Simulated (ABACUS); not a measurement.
# Rh (Fm-3m) in ABACUS: a series of runs

Runs on Rh. Level: r2SCAN. Tasks: band structure, equation of state.

Everything below comes from runs of ABACUS 3.10.1. Logs are shortened: lines on timing, memory, paths and dates and some standing lists are left out, and cuts for length are marked.

**The experiment to reproduce.**

“Thermal equation of state of rhodium characterized by XRD in a resistively heated diamond anvil cell”, 2024, pmc:11535440 quotes, for a bulk crystal of Rh: bulk modulus 264 ± 1 GPa.

The results are compared with them further down.

### Step 1. Starting point

The structure is cubic, space group Fm-3m (No. 225). Conventional cell: a = 3.796 Å, b = 3.796 Å, c = 3.796 Å, α = 90.00°, β = 90.00°, γ = 90.00°. Around Rh (site symmetry m-3m) lie 12 Rh at 2.68 Å.

### Step 2. Band structure, r2SCAN

The input, INPUT:

```
INPUT_PARAMETERS
suffix              Rh
calculation         nscf
basis_type          pw
pseudo_dir          ./
symmetry            -1
dft_functional      MGGA_X_R2SCAN+MGGA_C_R2SCAN
ecutwfc             103.0
pseudo_rcut         10
nspin               1
nbands              19
ks_solver           dav
smearing_method     fd
smearing_sigma      0.00367493
scf_thr             1e-08
scf_nmax            100
mixing_type         broyden
mixing_beta         0.7
mixing_tau          1
init_chg            file
pw_diag_thr         1e-07
out_band            1
kpar                4
```

The input, STRU:

```
ATOMIC_SPECIES
Rh 102.9055 Rh_ONCV_PBE-1.2.upf

LATTICE_CONSTANT
1.8897261246

LATTICE_VECTORS
0.0000000000 1.8978500000 1.8978500000
1.8978500000 0.0000000000 1.8978500000
1.8978500000 1.8978500000 0.0000000000

ATOMIC_POSITIONS
Direct

Rh
0.0
1
0.0000000000 0.0000000000 0.0000000000 1 1 1
```

The input, KPT:

```
K_POINTS
12
Line
0.00000000 0.00000000 0.00000000 10 // G
0.50000000 0.00000000 0.50000000 10 // X
0.50000000 0.25000000 0.75000000 10 // W
0.37500000 0.37500000 0.75000000 10 // K
0.00000000 0.00000000 0.00000000 10 // G
0.50000000 0.50000000 0.50000000 10 // L
0.62500000 0.25000000 0.62500000 10 // U
0.50000000 0.25000000 0.75000000 10 // W
0.50000000 0.50000000 0.50000000 10 // L
0.37500000 0.37500000 0.75000000 1 // K
0.62500000 0.25000000 0.62500000 10 // U
0.50000000 0.00000000 0.50000000 1 // X
```

Potentials or basis: SG15 ONCV 1.2 PBE, plane waves.

On the command line:

```bash
$ OMP_NUM_THREADS=1 mpirun -np 4 abacus > log
```

running log:

```text
ABACUS v3.10.1

               Atomic-orbital Based Ab-initio Computation at UStc

 ------------------------------------------------------------------------------------

 READING GENERAL INFORMATION
                           global_out_dir = OUT.Rh/
                           global_in_card = INPUT
                               pseudo_dir = ./
                              orbital_dir =
                                    DSIZE = 4
                                    GSIZE = 1

 READING UNITCELL INFORMATION
                                    ntype = 1
                  lattice constant (Bohr) = 1.88973
              lattice constant (Angstrom) = 1

 READING ATOM TYPE 1
                               atom label = Rh
                      L=0, number of zeta = 1
                      L=1, number of zeta = 1
                      L=2, number of zeta = 1
             number of atom for this type = 1

                        TOTAL ATOM NUMBER = 1
DIRECT COORDINATES
    atom                   x                   y                   z     mag                  vx                  vy                  vz
taud_Rh1            0.0000000000        0.0000000000        0.0000000000  0.0000        0.0000000000        0.0000000000        0.0000000000

                          Volume (Bohr^3) = 92.2597
                             Volume (A^3) = 13.6715

 Lattice vectors: (Cartesian coordinate: in unit of a_0)
                   +0            +1.89785            +1.89785
             +1.89785                  +0            +1.89785
             +1.89785            +1.89785                  +0
 Reciprocal vectors: (Cartesian coordinate: in unit of 2 pi/a_0)
            -0.263456           +0.263456           +0.263456
            +0.263456           -0.263456           +0.263456
            +0.263456           +0.263456           -0.263456
 The esolver type has been set to : ksdft_pw

                PAO radial cut off (Bohr) = 10

 Read in pseudopotential file is Rh_ONCV_PBE-1.2.upf
                     pseudopotential type = NC
          exchange-correlation functional = PBE
                 nonlocal core correction = 0
                        valence electrons = 17
                                     lmax = 2
                           number of zeta = 0
                     number of projectors = 6
                           L of projector = 0
                           L of projector = 0
                           L of projector = 1
                           L of projector = 1
                           L of projector = 2
                           L of projector = 2
 XC functional updated to : MGGA_X_R2SCAN+MGGA_C_R2SCAN
          exchange-correlation functional = MGGA_X_R2SCAN+MGGA_C_R2SCAN
     initial pseudo atomic orbital number = 0

 SETUP THE ELECTRONS NUMBER
            electron number of element Rh = 17
      total electron number of element Rh = 17
            AUTOSET number of electrons:  = 17
                           occupied bands = 9
                                   NBANDS = 19
                                   NLOCAL = 9

%%%%%%%%%%%%%%%%%%%%%%%%%%%%%%%%%%%%%%%%%%%%%%%%%%%%%%%%%%%%%%%%%%%%%%%%%%%%%%%%%%%%%%%%%%%%%%%%%%%%%%%%%%
 Warning: the number of valence electrons in pseudopotential > 9 for Rh: [Kr] 4d8 5s1
 Pseudopotentials with additional electrons can yield (more) accurate outcomes, but may be less efficient.
 If you're confident that your chosen pseudopotential is appropriate, you can safely ignore this warning.
%%%%%%%%%%%%%%%%%%%%%%%%%%%%%%%%%%%%%%%%%%%%%%%%%%%%%%%%%%%%%%%%%%%%%%%%%%%%%%%%%%%%%%%%%%%%%%%%%%%%%%%%%%

 SETUP THE PLANE WAVE BASIS
 energy cutoff for charge/potential (unit:Ry) = 412
            fft grid for charge/potential = [ 36, 36, 36 ]
                        fft grid division = [ 1, 1, 1 ]
        big fft grid for charge/potential = [ 36, 36, 36 ]
                                     nbxx = 46656
                                     nrxx = 46656

 SETUP PLANE WAVES FOR CHARGE/POTENTIAL
                    number of plane waves = 13107
                         number of sticks = 745

 PARALLEL PW FOR CHARGE/POTENTIAL
     PROC   COLUMNS(POT)             PW
        1            745          13107
 --------------- sum -------------------
        1            745          13107
                            number of |g| = 181
                                  max |g| = 37.2033
                                  min |g| = 0

----------- Double Check Mixing Parameters Begin ------------
mixing_type: broyden
mixing_beta: 0.7
mixing_gg0: 1
mixing_gg0_min: 0.1
mixing_ndim: 8
----------- Double Check Mixing Parameters End ------------

 SETUP K-POINTS
                                    nspin = 1
                                   nkstot = 102
K-POINTS DIRECT COORDINATES
 KPOINTS    DIRECT_X    DIRECT_Y    DIRECT_Z  WEIGHT
       1  0.00000000  0.00000000  0.00000000  1.0000
       2  0.05000000  0.00000000  0.05000000  1.0000
       3  0.10000000  0.00000000  0.10000000  1.0000
       4  0.15000000  0.00000000  0.15000000  1.0000
       5  0.20000000  0.00000000  0.20000000  1.0000
       6  0.25000000  0.00000000  0.25000000  1.0000
       7  0.30000000  0.00000000  0.30000000  1.0000
       8  0.35000000  0.00000000  0.35000000  1.0000
       9  0.40000000  0.00000000  0.40000000  1.0000
      10  0.45000000  0.00000000  0.45000000  1.0000
      11  0.50000000  0.00000000  0.50000000  1.0000
      12  0.50000000  0.02500000  0.52500000  1.0000
      13  0.50000000  0.05000000  0.55000000  1.0000
      14  0.50000000  0.07500000  0.57500000  1.0000
      15  0.50000000  0.10000000  0.60000000  1.0000
      16  0.50000000  0.12500000  0.62500000  1.0000
      17  0.50000000  0.15000000  0.65000000  1.0000
      18  0.50000000  0.17500000  0.67500000  1.0000
      19  0.50000000  0.20000000  0.70000000  1.0000
      20  0.50000000  0.22500000  0.72500000  1.0000
      21  0.50000000  0.25000000  0.75000000  1.0000
      22  0.48750000  0.26250000  0.75000000  1.0000
      23  0.47500000  0.27500000  0.75000000  1.0000
      24  0.46250000  0.28750000  0.75000000  1.0000
      25  0.45000000  0.30000000  0.75000000  1.0000
      26  0.43750000  0.31250000  0.75000000  1.0000
      27  0.42500000  0.32500000  0.75000000  1.0000
      28  0.41250000  0.33750000  0.75000000  1.0000
      29  0.40000000  0.35000000  0.75000000  1.0000
      30  0.38750000  0.36250000  0.75000000  1.0000
[... 72 further k points ...]

           k-point number in this process = 26
       minimum distributed K point number = 25

[... K-POINTS CARTESIAN COORDINATES: 26 rows ...]

[... K-POINTS DIRECT COORDINATES: 26 rows ...]

 SETUP PLANE WAVES FOR WAVE FUNCTIONS
     energy cutoff for wavefunc (unit:Ry) = 103
              fft grid for wave functions = [ 36, 36, 36 ]
                    number of plane waves = 2109
                         number of sticks = 211

 PARALLEL PW FOR WAVE FUNCTIONS
     PROC   COLUMNS(POT)             PW
        1            211           2109
 --------------- sum -------------------
        1            211           2109

 SETUP NONLOCAL PSEUDOPOTENTIALS IN PLANE WAVE BASIS
 Rh non-local projectors:
 projector 1 L=0
 projector 2 L=0
 projector 3 L=1
 projector 4 L=1
 projector 5 L=2
 projector 6 L=2
      TOTAL NUMBER OF NONLOCAL PROJECTORS = 18

 Init Non-Local PseudoPotential table :
 Init Non-Local-Pseudopotential done.

                                     npwx = 1660

 -------------------------------------------
 NONSELF-CONSISTENT
 -------------------------------------------
                                 init_chg = file
 try to read charge from file
 Read in the charge density: OUT.Rh//Rh-CHARGE-DENSITY.restart
 try to read kinetic energy density from file
 Read in the kinetic energy density: OUT.Rh//Rh-TAU-DENSITY.restart

 PW ALGORITHM --------------- ION=   1  ELEC=   1--------------------------------
 k(1/102) Iter steps (avg)=13 threshold=1e-07
 k(2/102) Iter steps (avg)=12 threshold=1e-07
 k(3/102) Iter steps (avg)=13 threshold=1e-07
 k(4/102) Iter steps (avg)=13 threshold=1e-07
 k(5/102) Iter steps (avg)=18 threshold=1e-07
 k(6/102) Iter steps (avg)=15 threshold=1e-07
 k(7/102) Iter steps (avg)=12 threshold=1e-07
 k(8/102) Iter steps (avg)=19 threshold=1e-07
 k(9/102) Iter steps (avg)=23 threshold=1e-07
 k(10/102) Iter steps (avg)=17 threshold=1e-07
 k(11/102) Iter steps (avg)=21 threshold=1e-07
 k(12/102) Iter steps (avg)=21 threshold=1e-07
 k(13/102) Iter steps (avg)=20 threshold=1e-07
 k(14/102) Iter steps (avg)=22 threshold=1e-07
 k(15/102) Iter steps (avg)=23 threshold=1e-07
 k(16/102) Iter steps (avg)=24 threshold=1e-07
 k(17/102) Iter steps (avg)=23 threshold=1e-07
 k(18/102) Iter steps (avg)=23 threshold=1e-07
 k(19/102) Iter steps (avg)=22 threshold=1e-07
 k(20/102) Iter steps (avg)=18 threshold=1e-07
 k(21/102) Iter steps (avg)=19 threshold=1e-07
 k(22/102) Iter steps (avg)=20 threshold=1e-07
 k(23/102) Iter steps (avg)=20 threshold=1e-07
 k(24/102) Iter steps (avg)=20 threshold=1e-07
 k(25/102) Iter steps (avg)=19 threshold=1e-07
 k(26/102) Iter steps (avg)=19 threshold=1e-07
[... levels at 26 k points of this process ...]

 Density error is 0.00000000000
                          Error Threshold = 1.00000000000e-07
----------------------------------------------------------
     Energy           Rydberg                 eV
----------------------------------------------------------
 E_KohnSham     -217.0447919261      -2953.0458914198
 E_KS(sigma->0) -217.0438188350      -2953.0326518364
 E_Harris       -217.0447919261      -2953.0458914198
 E_band         -6.3827711544        -86.8420567295
 E_one_elec     -44.4673119570       -605.0088173585
 E_Hartree      34.1452234737        464.5695987257
 E_xc           -21.9924837766       -299.2230925337
 E_Ewald        -184.7282734841      -2513.3571010863
 E_entropy(-TS) -0.0019461822        -0.0264791669
 E_descf        0.0000000000         0.0000000000
 E_exx          0.0000000000         0.0000000000
 E_Fermi        1.7427842892         23.7117967174
----------------------------------------------------------

 charge density convergence is achieved
 final etot is -2953.0458914 eV
 EFERMI = 23.711796717 eV

 STATE ENERGY(eV) AND OCCUPATIONS    NSPIN == 1
 1/26 kpoint (Cartesian) = 0.0000 0.0000 0.0000 (1639 pws)
       1       -58.3850      0.0196078
       2       -24.7595      0.0196078
       3       -24.7595      0.0196078
       4       -24.7595      0.0196078
       5        14.9510      0.0196078
       6        20.0492      0.0196078
       7        20.0492      0.0196078
       8        20.0492      0.0196078
       9        22.1877      0.0196078
      10        22.1877      0.0196078
      11        40.2877        0.00000
      12        46.0896        0.00000
      13        46.0896        0.00000
      14        46.0896        0.00000
      15        51.8686        0.00000
      16        56.9816        0.00000
      17        56.9816        0.00000
      18        56.9816        0.00000
      19        63.8040        0.00000

 2/26 kpoint (Cartesian) = 0.0000 0.026346 0.0000 (1643 pws)
       1       -58.3810      0.0196078
       2       -24.7789      0.0196078
       3       -24.7666      0.0196078
       4       -24.7666      0.0196078
       5        15.0930      0.0196078
       6        19.9542      0.0196078
       7        20.1219      0.0196078
       8        20.1219      0.0196078
       9        22.0882      0.0196078
      10        22.2232      0.0196078
      11        40.4905        0.00000
      12        45.5932        0.00000
      13        46.1026        0.00000
      14        46.1026        0.00000
      15        52.8023        0.00000
      16        56.2376        0.00000
      17        56.2376        0.00000
      18        57.0787        0.00000
      19        62.1062        0.00000

 3/26 kpoint (Cartesian) = 0.0000 0.052691 0.0000 (1627 pws)
       1       -58.3696      0.0196078
       2       -24.8348      0.0196078
       3       -24.7874      0.0196078
       4       -24.7874      0.0196078
       5        15.5049      0.0196078
       6        19.6873      0.0196078
       7        20.3380      0.0196078
       8        20.3380      0.0196078
       9        21.8133      0.0196078
      10        22.3270      0.0196078
      11        41.0715        0.00000
      12        44.6740        0.00000
      13        46.0512        0.00000
      14        46.0512        0.00000
      15        54.8209        0.00000
      16        54.8209        0.00000
      17        54.9926        0.00000
      18        57.3762        0.00000
      19        59.1552        0.00000

 4/26 kpoint (Cartesian) = 0.0000 0.079037 0.0000 (1631 pws)
       1       -58.3517      0.0196078
       2       -24.9208      0.0196078
       3       -24.8196      0.0196078
       4       -24.8196      0.0196078
       5        16.1356      0.0196078
       6        19.2941      0.0196078
       7        20.6914      0.0196078
       8        20.6914      0.0196078
       9        21.4422      0.0196078
      10        22.4915      0.0196078
      11        41.9554        0.00000
      12        43.8676        0.00000
      13        45.6623        0.00000
      14        45.6623        0.00000
      15        53.7604        0.00000
      16        53.7604        0.00000
      17        55.9343        0.00000
      18        57.8850        0.00000
      19        57.8928        0.00000

 5/26 kpoint (Cartesian) = 0.0000 0.10538 0.0000 (1627 pws)
       1       -58.3292      0.0196078
       2       -25.0273      0.0196078
       3       -24.8601      0.0196078
       4       -24.8601      0.0196078
       5        16.8573      0.0196078
       6        18.8324      0.0196078
       7        21.1432      0.0196078
       8        21.1701      0.0196078
       9        21.1701      0.0196078
      10        22.7040      0.0196078
      11        43.0345        0.00000
      12        43.2683        0.00000
      13        44.6684        0.00000
      14        44.6684        0.00000
      15        52.9211        0.00000
      16        53.6152        0.00000
      17        53.6152        0.00000
      18        58.6593        0.00000
      19        60.9330        0.00000

 6/26 kpoint (Cartesian) = 0.0000 0.13173 0.0000 (1612 pws)
       1       -58.3042      0.0196078
       2       -25.1431      0.0196078
       3       -24.9048      0.0196078
       4       -24.9048      0.0196078
       5        17.3933      0.0196078
       6        18.3572      0.0196078
       7        21.2340      0.0196078
       8        21.7542      0.0196078
       9        21.7542      0.0196078
      10        22.9468      0.0196078
      11        42.7284        0.00000
      12        43.1747        0.00000
      13        43.1747        0.00000
      14        44.1856        0.00000
      15        50.2157        0.00000
      16        54.4051        0.00000
      17        54.4051        0.00000
      18        59.7149        0.00000
      19        60.8118        0.00000

[... levels at 20 further k points ...]

 --------------------------------------------
 !FINAL_ETOT_IS -2953.045891419831 eV
 --------------------------------------------

 Output bands in file: OUT.Rh/BANDS_1.dat
```

Run time: 19 s. Hardware: 4 MPI ranks of Intel Xeon Platinum 8488C (Sapphire Rapids), shared host; peak memory 0.36 GiB.

Levels at the corners of the path, in eV from the Fermi level:
```tsv
point	band 5	band 6	band 7	band 8	band 9	band 10	band 11	band 12
Γ	-8.33	-3.23	-3.23	-3.23	-1.09	-1.09	17.01	22.81
X	-6.63	-6.26	0.51	1.03	1.03	3.46	12.83	14.14
W	-5.26	-4.00	-4.00	-1.31	1.04	10.14	10.14	11.81
K	-5.79	-5.00	-2.16	-0.77	0.39	8.28	9.09	12.65
Γ	-8.33	-3.23	-3.23	-3.23	-1.09	-1.09	17.01	22.81
L	-6.44	-3.34	-3.34	0.57	0.57	0.87	9.02	16.54
U	-5.79	-5.00	-2.16	-0.77	0.39	8.28	9.09	12.65
W	-5.26	-4.00	-4.00	-1.31	1.04	10.14	10.14	11.81
L	-6.44	-3.34	-3.34	0.57	0.57	0.87	9.02	16.54
K	-5.79	-5.00	-2.16	-0.77	0.39	8.28	9.09	12.65
U	-5.79	-5.00	-2.16	-0.77	0.39	8.28	9.09	12.65
X	-6.63	-6.26	0.51	1.03	1.03	3.46	12.83	14.14
```

Caveat: the density is read from an earlier self-consistent run, whose mesh may be coarse; the potentials were made for another functional, which shifts forces and pressure.

(Part 1 of 2 ends here.)
